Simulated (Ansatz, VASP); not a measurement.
# Two plane-wave programs on Al12N

```xyz
13
Lattice="5.6337 0.0000 0.0000 -2.8168 4.8789 0.0000 0.0000 0.0000 20.0322" Properties=species:S:1:pos:R:3 pbc="T T T"
Al    1.4084    0.8132    4.0000
Al    0.0000    3.2526    4.0000
Al    4.2253    0.8132    4.0000
Al    2.8168    3.2526    4.0000
Al    0.0000    1.6263    6.2663
Al   -1.4084    4.0658    6.2663
Al    2.8168    1.6263    6.2663
Al    1.4084    4.0658    6.2663
Al    0.0000    0.0000    8.5322
Al   -1.4084    2.4395    8.5322
Al    2.8168    0.0000    8.5322
Al    1.4084    2.4395    8.5322
N     1.4084    0.8132    9.3500
```

Alike in both runs: functional LDA; k mesh 6 × 6 × 1; occupations gaussian, width 0.1 eV; no spin polarisation.

Ansatz relaxed the structure, and its values are those at the end. VASP's run is a single point on that final structure, the one shown.

```csv
,VASP,Ansatz
version,VASP 6.6.1,Ansatz 0.2.0
potentials or method,"VASP PAW LDA potentials, release 64 (Al, N)","scalar-relativistic, plane waves, PAW"
plane-wave cutoff (eV),520,420
valence electrons in the cell,41,41
```

```csv
,VASP,Ansatz,Ansatz less VASP
gap on the k mesh at the Fermi level (eV),none,none,-
rms of the force components (eV/Å),0.178,0.170,-0.0076
```

A gap of «none» marks a metal or a gap that the smearing closes.
